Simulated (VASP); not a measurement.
Here is a VASP 6.6.1 calculation.

INCAR

```
  PREC = Accurate
  ENCUT = 520
  EDIFF = 1E-7
  ISMEAR = 0
  SIGMA = 0.3
  LREAL = False
  LASPH = True
  NELM = 60
  ALGO = Normal
  ISIF = 3
  LWAVE = False
  LCHARG = False
  GGA = PE
  IBRION = 2
  NSW = 80
  EDIFFG = -0.002
```

The input KPOINTS:

```
Automatic mesh
0
Gamma
  20 20 20
```

POSCAR

```
Cu
1.0
    0.0000000000      1.8075000000      1.8075000000
    1.8075000000      0.0000000000      1.8075000000
    1.8075000000      1.8075000000      0.0000000000
Cu
1
Direct
    0.0000000000      0.0000000000      0.0000000000
```

Potentials or basis: VASP PAW PBE potentials, release 64 (Cu).

Command:

```sh
$ cat potpaw_PBE.64/Cu/POTCAR > POTCAR
$ mpirun -np 1 vasp_std > vasp.out
```

Question: Estimate the relaxed volume.

Answer: 12.00 Å³/atom.

Question: Estimate the band gap on the k mesh.

Answer: None (metal or under the smearing width).

Final structure:
```
CELL_PARAMETERS angstrom
0.00000 1.81711 1.81711
1.81711 0.00000 1.81711
1.81711 1.81711 0.00000
ATOMIC_POSITIONS crystal
Cu 0.00000 0.00000 0.00000
```

PBE usually gives volumes a little too large and moduli too small. Zero-point motion and thermal expansion aren't in these numbers.
